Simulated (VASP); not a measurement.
Here is a VASP 6.6.1 calculation.

File INCAR:

```
SYSTEM = SrTe
PREC = Accurate
ENCUT = 520
EDIFF = 1E-7
ISMEAR = 0
SIGMA = 0.1
LREAL = .FALSE.
LASPH = .TRUE.
NELM = 60
ALGO = Normal
ISIF = 2
LWAVE = .FALSE.
LCHARG = .FALSE.
GGA = PE
NBANDS = 15
```

File KPOINTS:

```
Automatic mesh
0
G
  4 4 4
  0 0 0
```

Contents of POSCAR:

```
SrTe
1.0
    0.0000000000      3.3558352000      3.3558352000
    3.3558352000      0.0000000000      3.3558352000
    3.3558352000      3.3558352000      0.0000000000
Sr Te
1 1
Direct
    0.0000000000      0.0000000000      0.0000000000
    0.5000000000      0.5000000000      0.5000000000
```

Potentials or basis: VASP PAW PBE potentials, release 64 (Sr_sv, Te).

Command:

```sh
$ cat potpaw_PBE.64/Sr_sv/POTCAR potpaw_PBE.64/Te/POTCAR > POTCAR
$ mpirun -np 1 vasp_std > vasp.out
```

Problem. What does it give for the pressure?

Solution. 0.3 GPa.

Problem. What does it give for the band gap on the k mesh?

Solution. 1.75 eV, indirect (least direct gap 2.47 eV).

Caveat: spin-orbit coupling is left out, which moves the levels of the heavy elements. A k mesh can miss the band edges.
